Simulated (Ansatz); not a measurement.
**¹⁷O NMR of the central transition in TiO₂ at a changed volume**

Cell: a COD entry, relaxed with PBE at fixed cell and then changed (volume scaled by 0.96, ions relaxed).

```cif
data_TiO2
_symmetry_space_group_name_H-M 'P4_2/mnm'
_symmetry_Int_Tables_number 136
_cell_length_a 4.5319
_cell_length_b 4.5319
_cell_length_c 2.9190
_cell_angle_alpha 90.000
_cell_angle_beta 90.000
_cell_angle_gamma 90.000
loop_
_atom_site_label
_atom_site_type_symbol
_atom_site_symmetry_multiplicity
_atom_site_Wyckoff_symbol
_atom_site_fract_x
_atom_site_fract_y
_atom_site_fract_z
Ti Ti 2 a 0.0000 0.0000 0.0000
O O 4 f 0.3030 0.3030 0.0000
```

One atom of each set is listed.

All values are calculated (Ansatz; DFT, PBE, plane waves and PAW, scalar-relativistic, 420 eV cutoff, Γ-centred 7×7×10 k-points, Fermi–Dirac smearing 0.02 eV), not measured.

¹⁷O has I = 5/2 and Q = -25.58 mb (Pyykkö 2018); at 7.05 T its Larmor frequency is ν₀ = 40.7 MHz. Only the quadrupole interaction is simulated: positions count from each site's isotropic chemical shift, and J coupling is left out, as are shift anisotropy and dipolar coupling, which fast spinning averages.

Simulated pattern of one O site (fast magic-angle spinning, Gaussian broadening 0.03 kHz):

```csv
offset (kHz),height
-0.8969,0
-0.8663,1
-0.8357,11
-0.8051,15
-0.7745,16
-0.7438,17
-0.7132,17
-0.6826,18
-0.6520,19
-0.6214,20
-0.5908,22
-0.5601,23
-0.5295,26
-0.4989,34
-0.4683,62
-0.4377,88
-0.4071,100
-0.3764,70
-0.3458,55
-0.3152,47
-0.2846,41
-0.2540,38
-0.2234,34
-0.1928,32
-0.1621,30
-0.1315,28
-0.1009,27
-0.0703,25
-0.0397,24
-0.0091,17
0.0216,2
0.0522,0
```

Task: Which |C_Q| and η does the pattern imply?

Result: The pattern spans 0.850 kHz before broadening and its centre of gravity is at -0.386 kHz, which fixes P_Q; the places of the horns and steps fix η. That gives P_Q = 1.62 MHz, |C_Q| = 1.41 MHz and η = 0.97. The sign of C_Q can't be read from the pattern.

At this changed cell the PBE pressure is 15 GPa.

The relaxation (4 steps) took 14 s of wall time (13 s of CPU time) and 0.46 GiB at its peak, on 1 thread of Intel Xeon 6975P-C (Granite Rapids) (x86_64; 16 cores open to the job, memory cap 3.0 GiB, no GPU), a shared host with a load of 2.0 a core.
